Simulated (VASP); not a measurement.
Input of a VASP 6.6.1 run:

INCAR

```
SYSTEM = MoS2
  PREC = Accurate
  ENCUT = 520
  EDIFF = 1E-6
  ISMEAR = 0
  SIGMA = 0.05
  LREAL = .FALSE.
  LASPH = .TRUE.
  NELM = 150
  ALGO = Normal
  ISIF = 2
  LWAVE = .FALSE.
  LCHARG = .TRUE.
  ISPIN = 2
  MAGMOM = 1 0 0
  LORBIT = 11
  NUPDOWN = 1.0
  LMAXMIX = 4
  LDAU = .TRUE.
  LDAUTYPE = 2
  LDAUL = 2 -1
  LDAUU = 3 0
  LDAUJ = 0 0
  LDAUPRINT = 1
  GGA = PS
  LELF = .TRUE.
  LVHAR = .TRUE.
  NBANDS = 24
```

File KPOINTS:

```
regular mesh
0
G
  7 7 7
  0 0 0
```

Contents of POSCAR:

```
MoS2
1.0
    1.5814998900      0.9130793900      6.1233282100
   -1.5814998900      0.9130793900      6.1233282100
    0.0000000000     -1.8261587800      6.1233282100
Mo S
1 2
Direct
    0.0000000000      0.0000000000      0.0000000000
    0.7484000000      0.7484000000      0.7484000000
    0.5849000000      0.5849000000      0.5849000000
```

Potentials or basis: VASP PAW PBE potentials, release 64 (Mo_sv, S).

The run is started by

```console
$ cat potpaw_PBE.64/Mo_sv/POTCAR potpaw_PBE.64/S/POTCAR > POTCAR
$ mpirun -np 1 vasp_std > vasp.out
```

What does it give for the pressure?

11.0 GPa.

What does it give for the largest force?

1.356 eV/Å.

Eigenvalues of the final occupation matrices:
```
    site  spin  trace               eigenvalues
site 1 d     1   2.46  0.41 0.41 0.48 0.48 0.68
site 1 d     2   1.60  0.24 0.30 0.30 0.38 0.38
```

Caveat: the PAW data sets were made with another functional, which shifts forces and pressure a little; the total moment is fixed, so each spin has its own Fermi level. The state reached can hang on the start; a lower one may exist.
